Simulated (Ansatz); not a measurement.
PbF2 (Fm-3m), clamped-ion strain scan

Level of theory: DFT PBE, scalar-relativistic, plane waves, PAW in Ansatz 0.2.0. Cutoff 420 eV, Γ-centred 8×8×8 k-points, Gaussian smearing of 0.05 eV. Spin–orbit coupling is left out, which matters for the heavy elements here. No spin polarisation. Energies are free energies at this smearing, counted from the undisturbed cell; pressure is positive in compression.

The starting cell (as given, not relaxed at this level; it stands at 2.2 GPa, and it needn't be the usual structure):

```
Pb F
1.0
     0.00000    2.96985    2.96985
     2.96985    0.00000    2.96985
     2.96985    2.96985    0.00000
Pb F
1 2
Cartesian
  0.0000 0.0000 0.0000
  1.4849 1.4849 1.4849
  4.4548 4.4548 4.4548
```

The cell is strained by ε times the Voigt pattern (0, 0, 0, 0, 1, 0) (xx, yy, zz, yz, xz, xy; engineering shear) with fractional coordinates fixed.

| ε | ΔE (meV/atom) | stress summed along the pattern (GPa, tension positive) | pressure (GPa) | gap on the mesh (eV) |
| --- | --- | --- | --- | --- |
| -0.1000 | 18.6 | -3.32 | 3.2 | 4.30 |
| -0.0500 | 4.6 | -1.62 | 2.4 | 4.39 |
| 0.0000 | 0.0 | 0.00 | 2.2 | 4.42 |
| 0.0125 | ? | 0.40 | 2.2 | ? |
| 0.0250 | 1.2 | 0.81 | 2.3 | 4.42 |
| 0.0375 | 2.6 | 1.21 | ? | ? |
| 0.0625 | 7.2 | 2.04 | 2.6 | 4.37 |
| 0.0750 | 10.4 | 2.46 | 2.7 | 4.35 |
| 0.0875 | 14.2 | 2.89 | 2.9 | 4.33 |

By symmetry 0.1000 repeats -0.1000, -0.0750 repeats 0.0750, 0.0500 repeats -0.0500, -0.0250 repeats 0.0250 in energy, with the opposite slope along the path.

Q: Give the withheld values.

A: ΔE (meV/atom) at ε = 0.0125: 0.3; gap on the mesh (eV) at ε = 0.0125: 4.42; pressure (GPa) at ε = 0.0375: 2.3; gap on the mesh (eV) at ε = 0.0375: 4.41.